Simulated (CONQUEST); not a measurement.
The system is SiO2.

```
Si O
1.0
     2.69349    0.00000    0.00000
     0.00000    4.23317    0.00000
     0.00000    0.00000    4.23317
Si O
2 4
Direct
  0.00000 0.00000 0.00000
  0.50000 0.50000 0.50000
  0.50000 0.19316 0.19316
  0.00000 0.30684 0.69316
  0.50000 0.80684 0.80684
  0.00000 0.69316 0.30684
```

The cell comes from a database or a generator and needn't be the stable form of this composition.

* Program: CONQUEST 1.3
* Task: single point
* Functional: PBE
* Potentials or basis: PseudoDojo NC PBE, DZP, grid cutoff 150 Ha
* k mesh: 10 × 6 × 6
* Occupations: fermi-dirac, width 0.05 eV
* Spin: no spin polarisation

On this cell: pressure 3.3 GPa; largest force 0.050 eV/Å; band gap on the k mesh 4.95 eV, direct.

The same run follows on a disturbed copy (atoms moved at random, drawn with an rms of 0.05 Å):

```
Si O
1.0
     2.69349    0.00000    0.00000
     0.00000    4.23317    0.00000
     0.00000    0.00000    4.23317
Si O
2 4
Direct
  0.99390 0.00223 0.99982
  0.51056 0.50202 0.49668
  0.47868 0.19585 0.19052
  0.00045 0.31524 0.70597
  0.49939 0.80699 0.80521
  0.01771 0.69015 0.29411
```

**Question.** What changes?

**Answer.** The energy moves by +19.0 meV/atom; pressure 2.9 GPa; largest force 1.372 eV/Å; band gap on the k mesh 4.83 eV, direct.

Forces on the atoms (eV/Å):
```
Si  -0.221 -0.180 -0.402
Si  -0.195 -0.068  0.379
O    1.199 -0.121  0.656
O   -0.044  0.094 -1.150
O    0.126  0.365 -0.312
O   -0.878 -0.111  0.824
```

Stress tensor (GPa, compression positive):
```
5.73 0.11 0.94
0.11 3.06 0.31
0.94 0.31 0.04
```

Caveats: the basis of atomic orbitals isn't converged, which shifts pressures, moduli and gaps.

A k mesh can miss the band edges.
